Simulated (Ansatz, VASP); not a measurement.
# Two plane-wave programs on KF

```
K F
1.0
     0.00000    2.80717    2.53982
     2.80717    0.00000    2.53982
     2.80717    2.80717    0.00000
K F
1 1
Direct
  0.00000 0.00000 0.00000
  0.50000 0.50000 0.50000
```

Change from the starting cell: strain +0.050 along x and y, -0.050 along z, atoms carried along.

Alike in both runs: task single point; functional r2SCAN; k mesh 8 × 8 × 8; occupations gaussian, width 0.05 eV; no spin polarisation.

```csv
,VASP,Ansatz
version,VASP 6.6.1,Ansatz 0.2.0
potentials or method,"VASP PAW PBE potentials, release 64 (K_sv, F)","scalar-relativistic, plane waves, PAW"
plane-wave cutoff (eV),520,500
valence electrons in the cell,16,16
```

```tsv
	VASP	Ansatz	Ansatz less VASP
gap on the k mesh at the Fermi level (eV)	6.42	6.42	+0.002
least direct gap on the mesh (eV)	6.42	6.42	+0.002
pressure (GPa)	-1.1	-1.0	+0.03
largest component of the traceless stress (GPa)	3.86	3.73	-0.124
```

Caveats: the PAW data sets were made with another functional, which shifts forces and pressure a little (VASP). A k mesh can miss the band edges.
